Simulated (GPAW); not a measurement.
# Ni (Fm-3m) in GPAW: further runs

The runs below take Ni through single point, with r2SCAN, LDA.

Everything below comes from runs of GPAW 26.7.0. Logs are shortened: lines on timing, memory, paths and dates and some standing lists are left out, and cuts for length are marked. The log counts tension as positive stress, the text compression.

**1. The structure**

It takes space group Fm-3m (No. 225, cubic). Conventional cell: a = 3.475 Å, b = 3.475 Å, c = 3.475 Å, α = 90.00°, β = 90.00°, γ = 90.00°. Ni (site symmetry m-3m) has 12 Ni at 2.46 Å as nearest neighbours.

**2. Single point, r2SCAN, collinear spin, ferromagnetic start**

Input file run.py:

```python
import spglib
from ase import Atoms
from ase.dft.bandgap import bandgap
from ase.io import read, write
from ase.units import GPa
from gpaw import GPAW, PW

atoms = read('Ni.cif')
cell, positions, numbers = spglib.find_primitive(
    (atoms.cell[:], atoms.get_scaled_positions(), atoms.numbers), symprec=1e-4)
atoms = Atoms(numbers, cell=cell, scaled_positions=positions, pbc=True)
atoms.set_initial_magnetic_moments([2.0])

calc = GPAW(mode=PW(400),
            xc='MGGA_X_R2SCAN+MGGA_C_R2SCAN',
            kpts={'size': (11, 11, 11), 'gamma': True},
            occupations={'name': 'fermi-dirac', 'width': 0.05},
            nbands=17,
            maxiter=120,
            txt='gpaw.txt')
atoms.calc = calc
energy = atoms.get_potential_energy()
forces = atoms.get_forces()
stress = atoms.get_stress()
calc.write('gs.gpw')
write('result.traj', atoms)
print(f'Energy: {energy:.6f} eV')
print('Forces (eV/A):')
print(forces.round(4))
print('Stress (GPa):', (stress / GPa).round(3))
print('Moments:', calc.get_magnetic_moments().round(3))
print('Fermi level:', round(calc.get_fermi_level(), 4), 'eV')
print(f'Gap: {bandgap(calc)[0]:.4f} eV, direct: {bandgap(calc, direct=True)[0]:.4f} eV')
```

Input file Ni.cif:

```cif
data_Ni
_cell_length_a 3.47514587
_cell_length_b 3.47514587
_cell_length_c 3.47514587
_cell_angle_alpha 90.00000000
_cell_angle_beta 90.00000000
_cell_angle_gamma 90.00000000
_space_group_name_H-M_alt 'Fm-3m'
_space_group_name_Hall '-F 4 2 3'
_space_group_IT_number 225
loop_
_space_group_symop_operation_xyz
'x,y,z'
'-x,-y,-z'
'-y,x,z'
'y,-x,-z'
'-x,-y,z'
'x,y,-z'
'y,-x,z'
'-y,x,-z'
'x,-y,-z'
'-x,y,z'
'-y,-x,-z'
'y,x,z'
'-x,y,-z'
'x,-y,z'
'y,x,-z'
'-y,-x,z'
'z,x,y'
'-z,-x,-y'
'z,-y,x'
'-z,y,-x'
'z,-x,-y'
'-z,x,y'
'z,y,-x'
'-z,-y,x'
'-z,x,-y'
'z,-x,y'
'-z,-y,-x'
'z,y,x'
'-z,-x,y'
'z,x,-y'
'-z,y,x'
'z,-y,-x'
'y,z,x'
'-y,-z,-x'
'x,z,-y'
'-x,-z,y'
'-y,z,-x'
'y,-z,x'
'-x,z,y'
'x,-z,-y'
'-y,-z,x'
'y,z,-x'
'-x,-z,-y'
'x,z,y'
'y,-z,-x'
'-y,z,x'
'x,-z,y'
'-x,z,-y'
'x,y+1/2,z+1/2'
'-x,-y+1/2,-z+1/2'
'-y,x+1/2,z+1/2'
[... 62 lines left out ...]
'-z+1/2,-x,-y+1/2'
'z+1/2,-y,x+1/2'
'-z+1/2,y,-x+1/2'
'z+1/2,-x,-y+1/2'
'-z+1/2,x,y+1/2'
'z+1/2,y,-x+1/2'
'-z+1/2,-y,x+1/2'
'-z+1/2,x,-y+1/2'
'z+1/2,-x,y+1/2'
'-z+1/2,-y,-x+1/2'
'z+1/2,y,x+1/2'
'-z+1/2,-x,y+1/2'
'z+1/2,x,-y+1/2'
'-z+1/2,y,x+1/2'
'z+1/2,-y,-x+1/2'
'y+1/2,z,x+1/2'
'-y+1/2,-z,-x+1/2'
'x+1/2,z,-y+1/2'
'-x+1/2,-z,y+1/2'
'-y+1/2,z,-x+1/2'
'y+1/2,-z,x+1/2'
'-x+1/2,z,y+1/2'
'x+1/2,-z,-y+1/2'
'-y+1/2,-z,x+1/2'
'y+1/2,z,-x+1/2'
'-x+1/2,-z,-y+1/2'
'x+1/2,z,y+1/2'
'y+1/2,-z,-x+1/2'
'-y+1/2,z,x+1/2'
'x+1/2,-z,y+1/2'
'-x+1/2,z,-y+1/2'
'x+1/2,y+1/2,z'
'-x+1/2,-y+1/2,-z'
'-y+1/2,x+1/2,z'
'y+1/2,-x+1/2,-z'
'-x+1/2,-y+1/2,z'
'x+1/2,y+1/2,-z'
'y+1/2,-x+1/2,z'
'-y+1/2,x+1/2,-z'
'x+1/2,-y+1/2,-z'
'-x+1/2,y+1/2,z'
'-y+1/2,-x+1/2,-z'
'y+1/2,x+1/2,z'
'-x+1/2,y+1/2,-z'
'x+1/2,-y+1/2,z'
'y+1/2,x+1/2,-z'
'-y+1/2,-x+1/2,z'
'z+1/2,x+1/2,y'
'-z+1/2,-x+1/2,-y'
'z+1/2,-y+1/2,x'
'-z+1/2,y+1/2,-x'
'z+1/2,-x+1/2,-y'
'-z+1/2,x+1/2,y'
'z+1/2,y+1/2,-x'
'-z+1/2,-y+1/2,x'
'-z+1/2,x+1/2,-y'
'z+1/2,-x+1/2,y'
'-z+1/2,-y+1/2,-x'
'z+1/2,y+1/2,x'
'-z+1/2,-x+1/2,y'
'z+1/2,x+1/2,-y'
'-z+1/2,y+1/2,x'
'z+1/2,-y+1/2,-x'
'y+1/2,z+1/2,x'
'-y+1/2,-z+1/2,-x'
'x+1/2,z+1/2,-y'
'-x+1/2,-z+1/2,y'
'-y+1/2,z+1/2,-x'
'y+1/2,-z+1/2,x'
'-x+1/2,z+1/2,y'
'x+1/2,-z+1/2,-y'
'-y+1/2,-z+1/2,x'
'y+1/2,z+1/2,-x'
'-x+1/2,-z+1/2,-y'
'x+1/2,z+1/2,y'
'y+1/2,-z+1/2,-x'
'-y+1/2,z+1/2,x'
'x+1/2,-z+1/2,y'
'-x+1/2,z+1/2,-y'
loop_
_atom_site_label
_atom_site_type_symbol
_atom_site_symmetry_multiplicity
_atom_site_Wyckoff_symbol
_atom_site_fract_x
_atom_site_fract_y
_atom_site_fract_z
_atom_site_occupancy
Ni1 Ni 4 a 0.0000000000 0.0000000000 0.0000000000 1
```

Potentials or basis: GPAW PAW data sets (gpaw-data 1.2.1), pw.

On the command line:

```
OMP_NUM_THREADS=1 python run.py
```

gpaw.txt:

```text
__  _  _
 | _ |_)|_||  |
 |__||  | ||/\| - 26.7.0

Input parameters:
  mode=PW(ecut=400.0),
  kpts=MonkhorstPack(size=(11, 11, 11), gamma=True),
  maxiter=120,
  nbands=17,
  occupations=Occupations(name='fermi-dirac', width=0.05),
  xc=XC(name='MGGA_X_R2SCAN+MGGA_C_R2SCAN')

Diagonalizing LCAO Hamiltonian
Converting LCAO to pw mode

       Ni

Atoms  # Å, Bohr magnetons
|   | symbol |        x |        y |        z |    initial magnetic moments |
|---|--------|----------|----------|----------|-----------------------------|
| 0 |     Ni | 0.000000 | 0.000000 | 0.000000 | ( 0.0000,  0.0000,  2.0000) |

Unit cell  # Å
| periodic |        x |        y |        z |  lengths |    angles |
|----------|----------|----------|----------|----------|-----------|
|      yes | 0.000000 | 1.737573 | 1.737573 | 2.457299 | 60.000000 |
|      yes | 1.737573 | 0.000000 | 1.737573 | 2.457299 | 60.000000 |
|      yes | 1.737573 | 1.737573 | 0.000000 | 2.457299 | 60.000000 |

Number of symmetries: 48
Symmetry operations  # r_c * U_cc + t_c -> r_c
|    | kind |            matrix            |
|----|------|------------------------------|
|  0 |  σ   |  1, 0, 0,  1, 0,-1,  1,-1, 0 |
|  1 |  C2  |  1, 0, 0,  1,-1, 0,  1, 0,-1 |
|  2 |  E   |  1, 0, 0,  0, 1, 0,  0, 0, 1 |
|  3 |  σ   |  1, 0, 0,  0, 0, 1,  0, 1, 0 |
|  4 |  C4  |  1, 0,-1,  1, 0, 0,  1,-1, 0 |
|  5 |  S6  |  1, 0,-1,  1,-1, 0,  1, 0, 0 |
|  6 |  σ   |  1, 0,-1,  0, 1,-1,  0, 0,-1 |
|  7 |  C3  |  1, 0,-1,  0, 0,-1,  0, 1,-1 |
|  8 |  S6  |  1,-1, 0,  1, 0, 0,  1, 0,-1 |
|  9 |  C4  |  1,-1, 0,  1, 0,-1,  1, 0, 0 |
| 10 |  C3  |  1,-1, 0,  0,-1, 1,  0,-1, 0 |
| 11 |  σ   |  1,-1, 0,  0,-1, 0,  0,-1, 1 |
| 12 |  σ   |  0, 1, 0,  1, 0, 0,  0, 0, 1 |
| 13 |  C4  |  0, 1, 0,  0, 1,-1, -1, 1, 0 |
| 14 |  C3  |  0, 1, 0,  0, 0, 1,  1, 0, 0 |
| 15 |  S6  |  0, 1, 0, -1, 1, 0,  0, 1,-1 |
| 16 |  C2  |  0, 1,-1,  1, 0,-1,  0, 0,-1 |
| 17 |  σ   |  0, 1,-1,  0, 1, 0, -1, 1, 0 |
| 18 |  S4  |  0, 1,-1,  0, 0,-1,  1, 0,-1 |
| 19 |  C4  |  0, 1,-1, -1, 1, 0,  0, 1, 0 |
| 20 |  C3  |  0, 0, 1,  1, 0, 0,  0, 1, 0 |
| 21 |  σ   |  0, 0, 1,  0, 1, 0,  1, 0, 0 |
| 22 |  S6  |  0, 0, 1,  0,-1, 1, -1, 0, 1 |
| 23 |  C4  |  0, 0, 1, -1, 0, 1,  0,-1, 1 |
| 24 |  S4  |  0, 0,-1,  1, 0,-1,  0, 1,-1 |
| 25 |  C3  |  0, 0,-1,  0, 1,-1,  1, 0,-1 |
| 26 |  C2  |  0, 0,-1,  0,-1, 0, -1, 0, 0 |
| 27 |  S6  |  0, 0,-1, -1, 0, 0,  0,-1, 0 |
| 28 |  S4  |  0,-1, 1,  1,-1, 0,  0,-1, 0 |
| 29 |  C4  |  0,-1, 1,  0, 0, 1, -1, 0, 1 |
| 30 |  C2  |  0,-1, 1,  0,-1, 0,  1,-1, 0 |
| 31 |  σ   |  0,-1, 1, -1, 0, 1,  0, 0, 1 |
| 32 |  C3  |  0,-1, 0,  1,-1, 0,  0,-1, 1 |
| 33 |  S6  |  0,-1, 0,  0, 0,-1, -1, 0, 0 |
| 34 |  S4  |  0,-1, 0,  0,-1, 1,  1,-1, 0 |
| 35 |  C2  |  0,-1, 0, -1, 0, 0,  0, 0,-1 |
| 36 |  C2  | -1, 1, 0,  0, 1, 0,  0, 1,-1 |
| 37 |  S6  | -1, 1, 0,  0, 1,-1,  0, 1, 0 |
| 38 |  S4  | -1, 1, 0, -1, 0, 1, -1, 0, 0 |
| 39 |  C3  | -1, 1, 0, -1, 0, 0, -1, 0, 1 |
| 40 |  S6  | -1, 0, 1,  0, 0, 1,  0,-1, 1 |
| 41 |  C2  | -1, 0, 1,  0,-1, 1,  0, 0, 1 |
| 42 |  C3  | -1, 0, 1, -1, 1, 0, -1, 0, 0 |
| 43 |  S4  | -1, 0, 1, -1, 0, 0, -1, 1, 0 |
| 44 |  C2  | -1, 0, 0,  0, 0,-1,  0,-1, 0 |
| 45 |  i   | -1, 0, 0,  0,-1, 0,  0, 0,-1 |
| 46 |  σ   | -1, 0, 0, -1, 1, 0, -1, 0, 1 |
| 47 |  C2  | -1, 0, 0, -1, 0, 1, -1, 1, 0 |

BZ-sampling:
  Number of BZ points: 1331
  Number of IBZ points: 56

  Monkhorst-Pack size: [11, 11, 11]
  Monkhorst-Pack shift: [0, 0, 0]

K-points  # in reciprocal-cell coordinates
|     |                                coordinates |     weight |
|-----|--------------------------------------------|------------|
|   0 | (  0.00000000,   0.00000000,   0.00000000) | 0.00075131 |
|   1 | (  0.09090909,   0.09090909,   0.00000000) | 0.00450789 |
|   2 | (  0.09090909,   0.09090909,   0.09090909) | 0.00601052 |
|   3 | (  0.18181818,   0.09090909,   0.09090909) | 0.00901578 |
|   4 | (  0.18181818,   0.18181818,   0.00000000) | 0.00450789 |
|   5 | (  0.18181818,   0.18181818,   0.09090909) | 0.01803156 |
|   6 | (  0.18181818,   0.18181818,   0.18181818) | 0.00601052 |
|   7 | (  0.27272727,   0.18181818,   0.09090909) | 0.01803156 |
|   8 | (  0.27272727,   0.18181818,   0.18181818) | 0.01803156 |
|   9 | (  0.27272727,   0.27272727,   0.00000000) | 0.00450789 |
| ... |                                            |            |
|  55 | (  0.45454545,   0.45454545,   0.45454545) | 0.00601052 |

Plane wave coefficients: 199
Cutoff: 400.0 eV

Spin-components: 2 (collinear spins)
Bands:           17
Projectors:      6
Spin-degeneracy: 1
Datatype:        complex128

Parallelization:
  kpt:    1
  domain: 1
  band:   1

Density:
  Valence electrons: 16.0
  Components: 2
  Grid points: [12 12 12]
  Charge: 0.0  # |e|

Potential:
  Grid points: [12 12 12]

species:
  Ni:
    name:    Nickel
    Z:       28.0
    valence: 16
    core:    12
    charge:  0.0  # [|e|]
    compensation charges:
      type: gauss
      rc: 0.36  # [Å]
      lmax: 2
    cutoffs:
      filter: 2.14  # [Å]
      core: 1.98  # [Å]
    projectors
    | kind |    occ | energy [eV] | rcut [Å] |
    |------|--------|-------------|----------|
    |   4s |  2.000 |      -5.642 |    1.164 |
    |   3p |  6.000 |     -71.394 |    1.207 |
    |   4p |  0.000 |      -1.226 |    1.207 |
    |   3d |  8.000 |      -8.875 |    1.138 |
    |    s |        |      21.570 |    1.164 |
    |    d |        |      18.337 |    1.138 |

    Using partial waves for Ni as LCAO basis

Reference energy: -41367.998447  # eV

eigensolver:
  PPCG
  Converge bands: occupied
  niter=2

density mixing:
  MSR1-Mixer
  Pratt-step length: 0.05
  Maximum mixing coefficient: 0.75
  Old densities: 10
  SVD Regularization: 0.005
  Good broyden scale: 1.0
  Trust region scale: 1.0
  Backstep threshold: 4.0
  History deletion threshold: 6.0
  Fourier metric: weight=20.0, sigma=0.015

occupation numbers:
  Fermi-Dirac:
    width: 0.0500  # eV

poisson solver:
  ecut: 3200.0  # eV

xc functional:
  name: MGGA_X_R2SCAN+MGGA_C_R2SCAN with 2 nearest neighbor stencil

convergence criteria:
- Maximum [total energy] change in last 3 cyles: 0.0005 eV / valence electron
- Maximum integral of absolute [dens]ity change: 0.0001 electrons / valence electron
- Maximum integral of absolute [eigenst]ate change: 4e-08 eV^2 / valence electron
maximum number of iterations: 120

SCF iterations
|iter     | |      energy | eigst |  dens |  magmom |
|---------|-|-------------|-------|-------|---------|
|iter:   1| |  -13.473031 | -0.22 |       |  +2.0018|
|iter:   2| |  -12.336572 | -1.91 | -1.16 |  +1.9538|
|iter:   3| |-1368243.194314 | +5.47 | -1.14 |-550.0404|
|iter:   4| |  -18.144848 | +2.37 | +1.89 |  +0.7621|
|iter:   5| |  -12.479021 | -0.41 | -0.64 |  +1.2070|
|iter:   6| |  -12.794018 | -2.44 | -1.44 |  +0.8062|
|iter:   7| |  -12.763577 | -3.55 | -1.74 |  +0.7805|
|iter:   8| |  -12.767000 | -4.63 | -2.58 |  +0.7564|
|iter:   9| |  -12.767010c| -5.12 | -2.60 |  +0.7626|
|iter:  10| |  -12.767020c| -6.51 | -3.17 |  +0.7647|
|iter:  11| |  -12.767031c| -7.39 | -3.81 |  +0.7665|
|iter:  12| |  -12.767036c| -7.87c| -4.08c|  +0.7668|

Converged in 12 steps
Energy contributions relative to reference atoms: (reference = -41367.998447)

Energy contributions:
  Kinetic:          16.171534
  Coulomb:         -13.252837
  Zero:              0.105721
  External:          0.000000
  Xc:              -15.785681
  Entropy:          -0.011545
  Spinorbit:         0.000000
  ----------------------------
  Free energy:     -12.772808
  Extrapolated:    -12.767036

dipole moment: (-7.109230, -7.109230, -7.109230)  # |e|*Ang

Total magnetic moment: (0.000000, 0.000000, 0.766824)

Local magnetic moments
|        x |        y |        z |
|----------|----------|----------|
| 0.000000 | 0.000000 | 0.836083 |  # Ni   0

Fermi level: 9.078
Eigenvalues  # (at kpt = [0.000, 0.000, 0.000])
| band index |      eig [eV] | occ [0-1] |      eig [eV] | occ [0-1] |
|------------|---------------|-----------|---------------|-----------|
|          0 |       -57.657 |     1.000 |       -56.241 |     1.000 |
|          1 |       -57.657 |     1.000 |       -56.241 |     1.000 |
|          2 |       -57.657 |     1.000 |       -56.241 |     1.000 |
|          3 |        -0.852 |     1.000 |        -1.229 |     1.000 |
|          4 |         5.867 |     1.000 |         7.309 |     1.000 |
|          5 |         5.867 |     1.000 |         7.309 |     1.000 |
[... 9 lines left out ...]
|         15 |        40.614 |     0.000 |        40.806 |     0.000 |
|         16 |        44.323 |     0.000 |        44.353 |     0.000 |

No gap
No difference between direct/indirect transitions

Forces  # eV/Ang
|       x |        y |       z |
|---------|----------|---------|
| 0.00000 | -0.00000 | 0.00000 |  # Ni   0

Stress tensor  # eV/Ang^3
|         x |         y |         z |
|-----------|-----------|-----------|
| -0.012294 | -0.000000 | -0.000000 |
| -0.000000 | -0.012294 |  0.000000 |
| -0.000000 |  0.000000 | -0.012294 |

# Writing to gs.gpw (mode='')
```

It took 37 s on 1 thread of Arm Neoverse V1, shared host; peak memory 0.19 GiB.

These settings aren't checked as converged: the numbers below hold their error.

Results:

- Free energy: -12.7728 eV
- Pressure: 2.0 GPa
- Band gap on the k mesh: none (metal or under the smearing width)
- Net moment: 0.77 μB per cell
- Site moments: Ni +0.84 μB

Caveat: the cutoff is short for stress and forces, so pressures can be off by a GPa or more; the stock nickel data set gives pressures a few GPa off other programs; the PAW data sets were made with another functional, which shifts forces and pressure a little.

(Continued in part 2 of 3.)
